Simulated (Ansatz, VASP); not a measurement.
**MnGa4 in two plane-wave programs**

Wanted: the spread between two codes on one cell, functional and k mesh.

Method: plane waves, with VASP 6.6.1 beside it; single point at LDA and relaxation of cell and atoms at PBEsol, in Ansatz 0.2.0.

## Step 1: The starting structure

It takes space group Im-3m (No. 229, cubic). Conventional cell: a = 5.544 Å, b = 5.544 Å, c = 5.544 Å, α = 90.00°, β = 90.00°, γ = 90.00°. Nearest to Mn lie 8 Ga at 2.40 Å. Nearest to Ga lie 2 Mn at 2.40 Å. Farther neighbours are not listed.

Structure file:

```
Mn Ga
1.0
    -5.54373    5.54373    5.54373
     0.00000    0.00000    5.54373
     0.00000    5.54373    0.00000
Mn Ga
2 8
Cartesian
  0.0000 0.0000 0.0000
  -2.7719 2.7719 2.7719
  -4.1578 6.9297 4.1578
  -1.3859 4.1578 1.3859
  -4.1578 4.1578 6.9297
  -1.3859 1.3859 4.1578
  -1.3859 1.3859 1.3859
  -4.1578 4.1578 4.1578
  -4.1578 6.9297 6.9297
  -1.3859 4.1578 4.1578
```

## Step 2: VASP: single point, LDA

A single point gives forces, pressure and levels at one fixed geometry, so differences don't come from the geometry; what else differs is listed under the comparison.

Lines of VASP's logs that name or quote its potential files are left out, and so is its time.

INCAR

```
SYSTEM = MnGa4
PREC = Accurate
ENCUT = 400
EDIFF = 1E-06
NELM = 100
ISMEAR = -1
SIGMA = 0.05
LREAL = .FALSE.
ALGO = Normal
GGA = CA
NBANDS = 85
ISPIN = 2
MAGMOM = 4 -4 0 0 0 0 0 0 0 0
LASPH = .TRUE.
LMAXMIX = 4
LORBIT = 11
LWAVE = .FALSE.
LCHARG = .FALSE.
KPAR = 8
ISIF = 2
```

POSCAR

```
MnGa4
1.0
   -5.5437287800      5.5437287800      5.5437287800
    0.0000000000      0.0000000000      5.5437287800
    0.0000000000      5.5437287800      0.0000000000
Mn Ga
2 8
Direct
    0.0000000000      0.0000000000      0.0000000000
    0.5000000000      0.0000000000      0.0000000000
    0.7500000000      0.0000000000      0.5000000000
    0.2500000000      0.0000000000      0.5000000000
    0.7500000000      0.5000000000      0.0000000000
    0.2500000000      0.5000000000      0.0000000000
    0.2500000000      0.0000000000      0.0000000000
    0.7500000000      0.0000000000      0.0000000000
    0.7500000000      0.5000000000      0.5000000000
    0.2500000000      0.5000000000      0.5000000000
```

KPOINTS

```
Automatic mesh
0
Gamma
6 6 6
0 0 0
```

The projector-augmented-wave data sets are Mn_pv and Ga_d (PBE family, release 64).

On the command line:

```sh
$ mpirun -np 8 vasp_std
```

Numbers of over 12 decimals in the logs are rounded to 6 here.

The log of the run:

```text
[banner, memory and clock lines left out]
running    8 mpi-ranks, on    1 nodes
 distrk:  each k-point on    1 cores,    8 groups
 distr:  one band on    1 cores,    1 groups

 POSCAR found type information on POSCAR MnGa
 POSCAR found :  2 types and      10 ions
|                                                                             |
|           W    W    AA    RRRRR   N    N  II  N    N   GGGG   !!!           |
|           W    W   A  A   R    R  NN   N  II  NN   N  G    G  !!!           |
|           W    W  A    A  R    R  N N  N  II  N N  N  G       !!!           |
|           W WW W  AAAAAA  RRRRR   N  N N  II  N  N N  G  GGG   !            |
|           WW  WW  A    A  R   R   N   NN  II  N   NN  G    G                |
|           W    W  A    A  R    R  N    N  II  N    N   GGGG   !!!           |
|                                                                             |
|     For optimal performance we recommend to set                             |
|       NCORE = 2 up to number-of-cores-per-socket                            |
|     NCORE specifies how many cores store one orbital (NPAR=cpu/NCORE).      |
|     This setting can greatly improve the performance of VASP for DFT.       |
|     The default, NCORE=1 might be grossly inefficient on modern             |
|     multi-core architectures or massively parallel machines. Do your        |
|     Unfortunately you need to use the default for GW and RPA                |
|     calculations (for HF NCORE is supported but not extensively tested      |
|     yet).                                                                   |
|                                                                             |

|                                                                             |
|               ----> ADVICE to this user running VASP <----                  |
|                                                                             |
|     You enforced a specific xc type in the INCAR file but a different       |
|     [... a line on the potential file left out ...]
|     I HOPE YOU KNOW WHAT YOU ARE DOING!                                     |
|                                                                             |

 LDA part: xc-table for (Slater(with rela. corr.)+CA(PZ))
 , standard interpolation
 POSCAR, INCAR and KPOINTS ok, starting setup
 FFT: planning ... GRIDC
 FFT: planning ... GRID_SOFT
 FFT: planning ... GRID
 WAVECAR not read
 entering main loop
       N       E                     dE             d eps       ncg     rms          rms(c)
DAV:   1     0.130226594978E+04    0.13023E+04   -0.49759E+04  7248   0.248E+03
DAV:   2     0.193714794953E+03   -0.11086E+04   -0.10577E+04  6800   0.670E+02
DAV:   3    -0.365277694818E+02   -0.23024E+03   -0.21767E+03  7603   0.217E+02
DAV:   4    -0.525065782468E+02   -0.15979E+02   -0.15645E+02  7926   0.606E+01
DAV:   5    -0.530773114869E+02   -0.57073E+00   -0.56894E+00  8624   0.123E+01    0.265E+01
DAV:   6    -0.594865772075E+02   -0.64093E+01   -0.29677E+01  7299   0.299E+01    0.327E+01
DAV:   7    -0.520046245682E+02    0.74820E+01   -0.27813E+01  7294   0.297E+01    0.109E+01
DAV:   8    -0.514214394044E+02    0.58319E+00   -0.25042E+00  7296   0.746E+00    0.436E+00
DAV:   9    -0.513906757064E+02    0.30764E-01   -0.30210E-01  8099   0.214E+00    0.157E+00
DAV:  10    -0.513603610958E+02    0.30315E-01   -0.12069E-01  7604   0.180E+00    0.931E-01
DAV:  11    -0.513617143060E+02   -0.13532E-02   -0.18434E-02  7598   0.839E-01    0.306E-01
DAV:  12    -0.513620126934E+02   -0.29839E-03   -0.18383E-03  8894   0.179E-01    0.127E-01
DAV:  13    -0.513620137263E+02   -0.10329E-05   -0.26825E-04  9074   0.647E-02    0.537E-02
DAV:  14    -0.513620319078E+02   -0.18182E-04   -0.12208E-04  6485   0.518E-02    0.426E-02
DAV:  15    -0.513620286525E+02    0.32553E-05   -0.16047E-05  5954   0.213E-02    0.909E-03
DAV:  16    -0.513620290388E+02   -0.38625E-06   -0.25983E-06  6154   0.540E-03
   1 F= -.51362029E+02 E0= -.51340914E+02  d E =-.422291E-01  mag=    -0.0000
```

OUTCAR, selected parts (step 2):

```text
ion  position               nearest neighbor table
   1  0.000  0.000  0.000-   3 2.40   5 2.40   7 2.40   8 2.40   9 2.40   4 2.40   6 2.40  10 2.40

  LATTYP: Found a simple cubic cell.
 ALAT       =     5.5437287800

 Subroutine GETGRP returns: Found 48 space group operations
 (whereof 48 operations were pure point group operations)

The static configuration has the point symmetry O_h .

 Found     20 irreducible k-points:

   k-points           NKPTS =     20   k-points in BZ     NKDIM =     20   number of bands    NBANDS=     85

   dimension x,y,z NGX =    64 NGY =   36 NGZ =   36
   dimension x,y,z NGXF=   128 NGYF=   72 NGZF=   72

   ENCUT  =  400.0 eV  29.40 Ry    5.42 a.u.  15.66  9.04  9.04*2*pi/ulx,y,z

   NELECT =     130.0000    total number of electrons

 k-points in reciprocal lattice and weights: Automatic mesh
   0.00000000  0.00000000  0.00000000       0.005
   0.16666667  0.00000000  0.00000000       0.028
   0.33333333  0.00000000  0.00000000       0.028
   0.50000000  0.00000000  0.00000000       0.014
   0.00000000  0.16666667  0.00000000       0.056
   0.50000000  0.16666667  0.00000000       0.111
  -0.33333333  0.16666667  0.00000000       0.056
   0.00000000  0.33333333  0.00000000       0.056
  -0.16666667  0.33333333  0.00000000       0.056
[...]
0.33333333  0.50000000  0.33333333       0.028
   0.50000000  0.50000000  0.50000000       0.005

 average (electrostatic) potential at core
       1 -68.1313       2 -68.1313       3 -63.9671       4 -63.9671       5 -63.9671
       6 -63.9671       7 -63.9671       8 -63.9671       9 -63.9671      10 -63.9671

 E-fermi :   6.0346

 spin component 1
 k-point     1 :       0.0000    0.0000    0.0000
  band No.  band energies     occupation
    ...
     63       4.7179      1.00000
     64       4.7179      1.00000
     65       4.8180      1.00000
     66       4.8180      1.00000
     67       4.8180      1.00000
     68       6.1170      0.16141
     69       6.1170      0.16141
     70       7.3939      0.00000
     71       7.3939      0.00000
     72       7.3939      0.00000
    ...

 k-point     2 :       0.1667    0.0000    0.0000
  band No.  band energies     occupation
    ...
     63       4.0689      1.00000
     64       4.7325      1.00000
     65       5.2203      1.00000
     66       5.2203      1.00000
     67       5.2944      1.00000
     68       6.1472      0.09524
     69       6.1719      0.06031
     70       7.3489      0.00000
     71       7.8137      0.00000
     72       7.8302      0.00000
    ...

 k-point     3 :       0.3333    0.0000    0.0000
  band No.  band energies     occupation
    ...
     63       3.9902      1.00000
     64       4.7440      1.00000
     65       5.5143      0.99997
     66       6.0214      0.56564
     67       6.0214      0.56564
     68       6.2013      0.03446
     69       6.4646      0.00018
     70       7.2236      0.00000
     71       7.5517      0.00000
     72       7.9521      0.00000
    ...

 k-point     4 :       0.5000    0.0000    0.0000
  band No.  band energies     occupation
    ...
     61       3.9357      1.00000
     62       3.9357      1.00000
     63       4.2086      1.00000
     64       4.7136      1.00000
     65       5.5678      0.99991
     66       6.2246      0.02191
     67       6.8476      0.00000
     68       6.8476      0.00000
     69       7.0275      0.00000
     70       7.0275      0.00000
    ...

 k-point     5 :       0.0000    0.1667    0.0000
  band No.  band energies     occupation
    ...
     63       4.1839      1.00000
     64       4.3615      1.00000
     65       5.3500      1.00000
     66       5.5303      0.99996
     67       5.5762      0.99990
     68       6.2004      0.03504
     69       6.2160      0.02589
     70       7.3558      0.00000
     71       7.6434      0.00000
     72       7.8585      0.00000
    ...

 k-point     6 :       0.5000    0.1667    0.0000
  band No.  band energies     occupation
    ...
     62       3.9709      1.00000
     63       4.0039      1.00000
     64       4.5985      1.00000
     65       5.6213      0.99974
     66       5.9618      0.81089
     67       6.1249      0.14111
     68       6.3056      0.00441
     69       6.5085      0.00008
     70       6.9627      0.00000
     71       7.5606      0.00000
    ...

  Total       -5.7058755     -5.7058755     -5.7058755      0.0000000      0.0000000      0.0000000
  in kB      -53.6570694    -53.6570694    -53.6570694      0.0000000      0.0000000      0.0000000
  external PRESSURE =     -53.6570694 kB  Pullay stress =       0.0000000 kB

  energy-cutoff  :      400.00
  volume of cell :      170.38
      direct lattice vectors                 reciprocal lattice vectors
    -5.543728780  5.543728780  5.543728780    -0.180384005  0.000000000  0.000000000
     0.000000000  0.000000000  5.543728780     0.180384005  0.000000000  0.180384005
     0.000000000  5.543728780  0.000000000     0.180384005  0.180384005  0.000000000

 POSITION                                       TOTAL-FORCE (eV/Angst)
 -----------------------------------------------------------------------------------
      0.00000      0.00000      0.00000         0.000000      0.000000     -0.000000
     -2.77186      2.77186      2.77186         0.000000      0.000000      0.000000
     -4.15780      6.92966      4.15780         0.000000     -0.000000      0.000000
     -1.38593      4.15780      1.38593        -0.000000     -0.000000     -0.000000
     -4.15780      4.15780      6.92966         0.000000      0.000000      0.000000
     -1.38593      1.38593      4.15780         0.000000     -0.000000      0.000000
     -1.38593      1.38593      1.38593        -0.000000      0.000000     -0.000000
     -4.15780      4.15780      4.15780        -0.000000      0.000000     -0.000000
     -4.15780      6.92966      6.92966         0.000000     -0.000000     -0.000000
     -1.38593      4.15780      4.15780        -0.000000      0.000000      0.000000
 -----------------------------------------------------------------------------------
    total drift:                               -0.000000      0.000000     -0.000000

  FREE ENERGIE OF THE ION-ELECTRON SYSTEM (eV)
  ---------------------------------------------------
  free  energy   TOTEN  =       -51.3620290388 eV

  energy  without entropy=      -51.3197998947  energy(sigma->0) =      -51.34091447

 total charge
# of ion       s       p       d       tot
------------------------------------------
    1        0.338   6.365   5.343  12.046
    2        0.338   6.365   5.343  12.046
    3        0.956   0.754   9.974  11.685
    4        0.956   0.754   9.974  11.685
    5        0.956   0.754   9.974  11.685
    6        0.956   0.754   9.974  11.685
    7        0.956   0.754   9.974  11.685
    8        0.956   0.754   9.974  11.685
    9        0.956   0.754   9.974  11.685
   10        0.956   0.754   9.974  11.685
--------------------------------------------------
tot          8.327  18.766  90.481 117.574

 magnetization (x)
# of ion       s       p       d       tot
------------------------------------------
    1        0.007   0.011   0.796   0.814
    2       -0.007  -0.011  -0.796  -0.814
    3        0.000   0.000   0.000   0.000
    4        0.000   0.000   0.000   0.000
    5        0.000   0.000   0.000   0.000
    6        0.000   0.000   0.000   0.000
    7        0.000   0.000   0.000   0.000
    8        0.000   0.000   0.000   0.000
    9        0.000   0.000   0.000   0.000
   10        0.000   0.000   0.000   0.000
--------------------------------------------------
tot          0.000   0.000   0.000   0.000

[... 1 further part left out ...]
```

At this level the cell is under a tension of 5.4 GPa, so at these settings it is away from equilibrium.

(Part 1 of 2 ends here.)

[Lines on the potential files, build, host, timing and source positions are cut from VASP's logs without a mark.]

[Logs are printed without paths, hosts, clocks, repeated set-up lines and the standing remarks that a program may print on its own settings, such as how far it seeks lower states.]

[Hosts, paths, dates, database ids (printed as entryN), source tags and the programs' standing remarks are cut or masked in the printed files.]
